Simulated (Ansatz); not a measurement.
Space group P6_3/mmc (No. 194). a = 3.321 Å, b = 3.321 Å, c = 15.257 Å, α = 90.00°, β = 90.00°, γ = 120.00°
| atom | site | symmetry | x | y | z |
| --- | --- | --- | --- | --- | --- |
| W | 2c | -6m2 | 0.3333 | 0.6667 | 0.2500 |
| Se | 4f | 3m. | 0.3333 | 0.6667 | 0.6400 |

Equation of state of this WSe2 structure (not necessarily the ground state), with shape and atoms relaxed at each volume where symmetry leaves them free. The calculation used Ansatz 0.2.0, DFT PBE, scalar-relativistic, plane waves, PAW.

Plane waves to 420 eV, a k mesh through Γ of 12×12×2 on the computed 6-atom cell and Gaussian smearing (0.02 eV); no spin polarisation.

```csv
V (Å³/atom),E − E(largest V) (meV/atom),P (GPa),gap on mesh (eV)
22.827,0.54,0.35,1.38
23.555,-0.13,0.16,1.43
24.284,-0.29,0.02,1.48
25.012,-0.20,-0.02,1.51
25.741,0.00,-0.04,1.54
```

Task: Fit a third-order Birch–Murnaghan equation to E(V).

Result: V0 = 24.28 Å³/atom, B0 = 2 GPa, B0' = 24.1. B0' is unusual or poorly fixed by this range.

Spin-orbit coupling is left out, which matters for the bands of heavy elements. The cell holds layers, and where no dispersion correction was added their binding is poorly described.